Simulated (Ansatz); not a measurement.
# Co (Co (10-10), 4 layers): a single-point run

Wanted: a converged single-point run for Co (Co (10-10), 4 layers), and a check of what comes out. The structure is shown as the input types it.

Computed with Ansatz 0.2.0 (DFT, PBE, PAW with Ansatz's default frozen-core files, scalar-relativistic, unless a step's input says otherwise).

1 further run of the same task is left out (it didn't finish).

### 1 The starting structure

The structure is orthorhombic, space group Pmma (No. 51). The conventional cell has a = 4.037 Å, b = 2.493 Å, c = 18.879 Å, α = 90.00°, β = 90.00°, γ = 90.00°. Co (site symmetry mm2) is surrounded by 8 Co at 2.42 to 2.49 Å. Co (site symmetry mm2) has 10 Co at 2.42 to 2.52 Å as nearest neighbours.

As a file:

```
Co
1.0
     2.49304    0.00000    0.00000
     0.00000    4.03693    0.00000
     0.00000    0.00000   18.87870
Co
4
Cartesian
  0.0000 3.0277 8.1208
  1.2465 1.0092 8.6852
  1.2465 3.0277 10.1935
  0.0000 1.0092 10.7579
```

### 2 Running it

File input.yaml:

```yaml
crystal:
  lattice:
    - [2.4930397963, 0.0, 0.0]
    - [0.0, 4.0369295231, 0.0]
    - [0.0, 0.0, 18.8787]
  atoms:
    - { symbol: Co, position: [0.0, 0.75, 0.4301585155], spin: 1.7 }
    - { symbol: Co, position: [0.5, 0.25, 0.460055012], spin: 1.7 }
    - { symbol: Co, position: [0.5, 0.75, 0.5399449896], spin: 1.7 }
    - { symbol: Co, position: [0.0, 0.25, 0.5698414829], spin: 1.7 }
  periodic: [true, true, false]
magnetization:
  spin_polarized: true
kpoints:
  mp_grid: { grid: [15, 9, 1] }
scf:
  occupations: { method: fermi_dirac, width: 0.3 }
  n_extra_bands: 0
  max_iter: 60
hamiltonian:
  xc: pbe
  pseudopotentials: { kind: paw }
output:
  forces: true
  stress: true
  eigenvalues: true
```

On the command line:

```console
> ansatz run input.yaml --threads 2 --pin off --max-ram 6144MiB --backend cpu --events-out ev --progress --plain --runs-dir out
```

What happens when this is run?

The program refused the input before any cycle. It says: «inconsistent input (scf.n_extra_bands): n_bands = 34 cannot host the net starting moment |Σ_I m_I| = 6.8000 μB: with N_el = 68 the majority spin channel must hold (N_el + |M|)/2 = 37.4000 electrons at no more than one per band ...»

The suspect setting: scf.n_extra_bands is 0. There are no spare bands for the search of the Fermi level.

Remedy: delete scf.n_extra_bands (the default then holds).
